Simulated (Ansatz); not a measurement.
System: Sn (fcc type), 1 atom in the cell.

The calculation used PBE, plane waves, PAW datasets (generated soft set 1) (Ansatz).

Cutoff 420 eV; k-mesh 4×4×4 Γ-centred; Fermi–Dirac smearing of 0.15 eV; no spin polarisation; no spin–orbit coupling.

```yaml
crystal:
  lattice:
    - [0.00000, 2.41010, 2.41010]
    - [2.41010, 0.00000, 2.41010]
    - [2.41010, 2.41010, 0.00000]
  atoms:
    - { symbol: Sn, position: [0.00000, 0.00000, 0.00000] }
```
Lattice in Å, positions in fractions of it.

**Question.** What pressure does the calculation give?

**Answer.** The pressure is 0.10 GPa, so at these settings the cell is compressed and would expand.

**Question.** Metal or insulator on this mesh?

**Answer.** No gap opens on the mesh: metallic.

The stress includes the program's correction for the finite plane-wave basis.

The k-mesh is coarse, so these values belong to this mesh and can lie far from the converged ones. This cubic structure is a model: it isn't the usual form of the substance at ambient conditions, and such phases are metastable or hypothetical.
